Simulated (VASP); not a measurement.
Input of a VASP 6.6.1 run:

The input INCAR:

```
SYSTEM = Au
PREC = Accurate ; ENCUT = 520
EDIFF = 1E-6 ; ISMEAR = -1
SIGMA = 0.05 ; LREAL = .FALSE.
LASPH = .TRUE. ; NELM = 60
ALGO = Normal ; ISIF = 2
LWAVE = .FALSE. ; LCHARG = .TRUE.
LDIPOL = .TRUE. ; IDIPOL = 3
DIPOL = 0.5 0.5 0.294 ; GGA = RE
LELF = .TRUE. ; LVHAR = .TRUE.
LVACPOTAV = .TRUE.
```

The input KPOINTS:

```
regular mesh
0
G
  10 10 1
  0 0 0
```

File POSCAR:

```
Au
1.0
    2.6622700000      0.0000000000      0.0000000000
    0.0000000000      2.6617000000      0.0000000000
    0.0000000000      0.0000000000     23.8000000000
Au
1
Direct
    0.0000000000      0.5000000000      0.2941200000
```

Potentials or basis: VASP PAW PBE potentials, release 64 (Au).

Launch:

```sh
$ cat potpaw_PBE.64/Au/POTCAR > POTCAR
$ mpirun -np 1 vasp_std > vasp.out
```

Question: What does it give for the work function of the upper face?

Answer: 5.60 eV.

Question: Predict the work function of the lower face.

Answer: 5.60 eV.

Question: Predict the band gap on the k mesh.

Answer: None (metal or under the smearing width).

 The run has no spin-orbit coupling, so splittings on Au are missing.
